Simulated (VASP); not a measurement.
# Cu (I4/mmm) in VASP: electric field gradients with r2SCAN

Aim: the electric field gradients of Cu with r2SCAN.

Everything below comes from runs of VASP 6.6.1. Logs are shortened: lines on timing, memory, paths and dates and some standing lists are left out, and cuts for length are marked.

## 1. The undisturbed crystal

It takes space group I4/mmm (No. 139, tetragonal). The conventional cell has a = 2.886 Å, b = 2.886 Å, c = 2.752 Å, α = 90.00°, β = 90.00°, γ = 90.00°. Around Cu (site symmetry 4/mmm) lie 10 Cu at 2.46 to 2.75 Å.

This isn't the form of Cu at room conditions, which is fcc.

## 2. Electric field gradients, r2SCAN (volume scaled by 1.02)

POSCAR

```
Cu
1.0
   -1.4523485211      1.4523485211      1.3851948378
    1.4523485211     -1.4523485211      1.3851948378
    1.4523485211      1.4523485211     -1.3851948378
Cu
1
Direct
    0.0000000000      0.0000000000      0.0000000000
```

INCAR.step1

```
SYSTEM = Cu
PREC = Accurate
ENCUT = 520
ISMEAR = -1
SIGMA = 0.05
LREAL = .False.
LASPH = .True.
NELM = 100
NBANDS = 12
GGA = PE
ALGO = Normal
EDIFF = 1E-4
LWAVE = .True.
LCHARG = .False.
```

INCAR.step2

```
SYSTEM = Cu
PREC = Accurate
ENCUT = 520
EDIFF = 1E-8
ISMEAR = -1
SIGMA = 0.05
LREAL = .False.
LASPH = .True.
NELM = 100
ALGO = Normal
ISIF = 2
LWAVE = .False.
LCHARG = .False.
METAGGA = R2SCAN
LMIXTAU = .True.
LEFG = .True.
NBANDS = 12
ISTART = 1
```

KPOINTS

```
regular mesh
0
Gamma
  18 18 18
  0 0 0
```

Potentials or basis: VASP PAW PBE potentials, release 64 (Cu).

Started as:

```bash
$ cat potpaw_PBE.64/Cu/POTCAR > POTCAR
$ cp INCAR.step1 INCAR
$ mpirun -np 1 vasp_std > vasp.out
$ cp INCAR.step2 INCAR
$ mpirun -np 1 vasp_std > vasp.out
```

OUTCAR:

```text
SYSTEM = Cu
   PREC = Accurate
   ENCUT = 520
   EDIFF = 1E-8
   ISMEAR = -1
   LREAL = .False.
   LASPH = .True.
   NELM = 100
   ISIF = 2
   METAGGA = R2SCAN
   ISTART = 1

 ion  position               nearest neighbor table
   1  0.000  0.000  0.000-

  LATTYP: Found a body centered tetragonal cell.
 ALAT       =     2.9046970422
 C/A-ratio  =     0.9537620052

  Lattice vectors:

 A1 = (  -1.4523485211,   1.4523485211,   1.3851948378)
 A2 = (   1.4523485211,  -1.4523485211,   1.3851948378)
 A3 = (   1.4523485211,   1.4523485211,  -1.3851948378)

Analysis of symmetry for initial positions (statically):
=====================================================================
 Subroutine PRICEL returns:
 Original cell was already a primitive cell.

 Routine SETGRP: Setting up the symmetry group for a
 body centered tetragonal supercell.

 Subroutine GETGRP returns: Found 16 space group operations
 (whereof 16 operations were pure point group operations)
 out of a pool of 16 trial point group operations.

The static configuration has the point symmetry D_4h.

Analysis of symmetry for dynamics (positions and initial velocities):
=====================================================================
 Subroutine PRICEL returns:
 Original cell was already a primitive cell.

 Routine SETGRP: Setting up the symmetry group for a
 body centered tetragonal supercell.

 Subroutine GETGRP returns: Found 16 space group operations
 (whereof 16 operations were pure point group operations)
 out of a pool of 16 trial point group operations.

The dynamic configuration has the point symmetry D_4h.

 Subroutine INISYM returns: Found 16 space group operations
 (whereof 16 operations are pure point group operations),
 and found     1 'primitive' translations

----------------------------------------------------------------------------------------

                                     Primitive cell

  volume of cell :      11.6873

  direct lattice vectors                    reciprocal lattice vectors
    -1.452348521  1.452348521  1.385194838     0.000000000  0.344269983  0.360960052
[... 126 lines left out ...]
  ext. energy  EPLUGINS =         0.00000000
  ---------------------------------------------------
  free energy    TOTEN  =       -10.78819322 eV

  energy without entropy =      -10.78435003  energy(sigma->0) =      -10.78627162

 E-fermi :   7.5238     XC(G=0): -13.8201

 val. band max:        7.5220280313   @ k =  -0.4444   0.5000   0.0556
 cond. band min:       7.5254499856   @ k =   0.3333   0.1111   0.0556
 fundamental gap:      0.0034219544
 Fermi energy:         7.5237917971

 k-point     1 :       0.0000    0.0000    0.0000
  band No.  band energies     occupation
      1      -2.2214      2.00000
      2       4.1559      2.00000
      3       4.3445      2.00000
      4       4.3447      2.00000
      5       5.1898      2.00000
      6       5.3870      2.00000
      7      33.1726      0.00000
      8      33.1726      0.00000
      9      34.4817      0.00000
     10      37.3540      0.00000
     11      37.3767      0.00000
     12      37.3769      0.00000
[... 331 lines left out ...]
 k-point    24 :      -0.2222    0.0556   -0.0000
  band No.  band energies     occupation
      1      -0.6588      2.00000
      2       3.9802      2.00000
      3       4.2299      2.00000
      4       4.8558      2.00000
      5       5.1265      2.00000
      6       5.3407      2.00000
      7      25.2818      0.00000
      8      27.8567      0.00000
      9      30.4837      0.00000
     10      32.2109      0.00000
     11      35.4154      0.00000
     12      37.4398      0.00000

 [... further k-points ...]

------------------------ aborting loop because EDIFF is reached ----------------------------------------

  FORCE on cell =-STRESS in cart. coord.  units (eV):
  Direction    XX          YY          ZZ          XY          YZ          ZX
  --------------------------------------------------------------------------------------
  -------------------------------------------------------------------------------------
  Total       -0.1462470     -0.1462470     -0.1603737      0.0000000     -0.0000000      0.0000000
  in kB      -20.0486499    -20.0486499    -21.9852340      0.0000000     -0.0000000      0.0000000
  external PRESSURE =     -20.6941779 kB  Pullay stress =       0.0000000 kB

 VOLUME and BASIS-vectors are now :
 -----------------------------------------------------------------------------
  energy-cutoff  :      520.00
  volume of cell :       11.69
      direct lattice vectors                 reciprocal lattice vectors
    -1.452348521  1.452348521  1.385194838     0.000000000  0.344269983  0.360960052
     1.452348521 -1.452348521  1.385194838     0.344269983  0.000000000  0.360960052
     1.452348521  1.452348521 -1.385194838     0.344269983  0.344269983  0.000000000

 POSITION                                       TOTAL-FORCE (eV/Angst)
 -----------------------------------------------------------------------------------
      0.00000      0.00000      0.00000         0.000000      0.000000     -0.000000
 -----------------------------------------------------------------------------------
    total drift:                                0.000000     -0.000000      0.000000

  FREE ENERGIE OF THE ION-ELECTRON SYSTEM (eV)
  ---------------------------------------------------
  free  energy   TOTEN  =       -10.7881932169 eV

  energy  without entropy=      -10.7843500320  energy(sigma->0) =      -10.78627162

 Electric field gradients (V/A^2)
---------------------------------------------------------------------
 ion       V_xx      V_yy      V_zz      V_xy      V_xz      V_yz
---------------------------------------------------------------------
   1       0.037     0.037    -0.074     0.002     0.002     0.002
---------------------------------------------------------------------

 Electric field gradients after diagonalization (V/A^2)
 (convention: |V_zz| > |V_xx| > |V_yy|)
----------------------------------------------------------------------
 ion       V_xx      V_yy      V_zz     asymmetry (V_yy - V_xx)/ V_zz
----------------------------------------------------------------------
   1       0.039     0.035    -0.074       0.058
----------------------------------------------------------------------

           NMR quadrupolar parameters

 Cq : quadrupolar parameter    Cq=e*Q*V_zz/h
 eta: asymmetry parameters     (V_yy - V_xx)/ V_zz
 Q  : nuclear electric quadrupole moment in mb (millibarn)
----------------------------------------------------------------------
 ion       Cq(MHz)       eta       Q (mb)
----------------------------------------------------------------------
   1      -0.000       0.058       1.000
----------------------------------------------------------------------
```

Wall time 3.9 min (1 thread of AMD EPYC 7R13 (Zen 3), shared host); peak memory 0.14 GiB.

Results:

```yaml
Free_energy: -10.7882 eV
Pressure: -2.1 GPa
Band_gap_on_the_k_mesh: none (metal or under the smearing width)
```

Stress tensor (GPa, compression positive):
```
-2.00  0.00  0.00
 0.00 -2.00  0.00
 0.00  0.00 -2.20
```

Levels at points of the mesh, in eV from the Fermi level:
```
           k point  band 2  band 3  band 4  band 5  band 6  band 7  band 8  band 9  band 10  band 11
(0.00, 0.00, 0.00)   -3.37   -3.18   -3.18   -2.33   -2.14   25.65   25.65   26.96    29.83    29.85
(0.50, 0.00, 0.00)   -4.06   -2.25   -2.03   -1.45   -0.50    4.84   17.96   18.15    21.88    25.06
(0.50, 0.50, 0.00)   -3.83   -2.40   -2.17   -1.48   -0.88    4.30   19.23   19.61    23.11    26.18
(0.50, 0.50, 0.50)   -4.85   -1.65   -1.65   -1.59    8.09    8.09   10.00   13.57    14.25    17.31
```

Electric field gradients, principal values (V/Å²):
```tsv
atom	Vxx	Vyy	Vzz
1 Cu	0.035	0.039	-0.074
```

Caveat: the PAW data sets were made with another functional, which shifts forces and pressure a little.
